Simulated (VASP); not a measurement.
Set up this calculation in VASP 6.6.1, as the native input.

```
Task                   : relaxation of cell and atoms
Functional             : RPBE
Potentials or basis    : VASP PAW PBE potentials, release 64 (Al, O)
Cutoff                 : 600 eV
k mesh                 : 9 × 9 × 7
Occupations            : gaussian, width 0.03 eV
Spin                   : no spin polarisation
Further INCAR settings : ALGO = Normal; EDIFF = 1e-07; IBRION = 2; EDIFFG = -0.005; NSW = 90; ISIF = 3
```

The structure of Al2O3 lies in POSCAR:

```
Al2O3                                   
1.0
    2.4185089460      1.3963267928      4.4034635229
   -2.4185089460      1.3963267928      4.4034635229
    0.0000000000     -2.7926535857      4.4034635229
  Al              O             
     4     6
Direct
     0.3521263201756011    0.3521263201756011    0.3521263201756011
     0.1478736798243989    0.1478736798243989    0.1478736798243989
     0.6478736798243989    0.6478736798243989    0.6478736798243989
     0.8521263201756011    0.8521263201756011    0.8521263201756011
     0.5563580063738413    0.9436419936261587    0.2500000000000000
     0.2500000000000013    0.5563580063738426    0.9436419936261562
     0.9436419936261574    0.2499999999999987    0.5563580063738438
     0.4436419936261589    0.0563580063738412    0.7500000000000000
     0.7499999999999987    0.4436419936261576    0.0563580063738438
     0.0563580063738425    0.7500000000000013    0.4436419936261562
```

The input as run:

INCAR

```
PREC = Accurate
ENCUT = 600
EDIFF = 1E-7
ISMEAR = 0
SIGMA = 0.03
LREAL = F
LASPH = T
NELM = 80
ALGO = Normal
ISIF = 3
LWAVE = F
LCHARG = F
GGA = RP
IBRION = 2
NSW = 90
EDIFFG = -0.005
KPAR = 2
```

KPOINTS

```
Automatic mesh
0
Gamma
  9 9 7
```

Potentials or basis: VASP PAW PBE potentials, release 64 (Al, O).

The run is started by

```console
$ cat potpaw_PBE.64/Al/POTCAR potpaw_PBE.64/O/POTCAR > POTCAR
$ mpirun -np 2 vasp_std > vasp.out
```

Results of the run:

```json
{
 "Relaxed volume": "8.91 Å³/atom",
 "Relaxed cell": "a = 5.213 Å, b = 5.213 Å, c = 5.213 Å, α = 55.27°, β = 55.27°, γ = 55.27°",
 "Space group after relaxing (to 0.05 Å)": "R-3c (No. 167)",
 "Energy gained by relaxing": "0.0 meV/atom",
 "Ionic steps": "3",
 "Pressure after relaxing": "0.0 GPa",
 "Band gap on the k mesh": "5.74 eV, direct"
}
```

Caveat: the PAW data sets were made with another functional, which shifts forces and pressure a little; an odd mesh through Γ misses points on the zone boundary, where band edges often lie.

Run time: 6.5 min on 2 MPI ranks on Intel(R) Xeon(R) 6975P-C (Granite Rapids), with other jobs on the host, peak memory 0.5 GiB a rank.
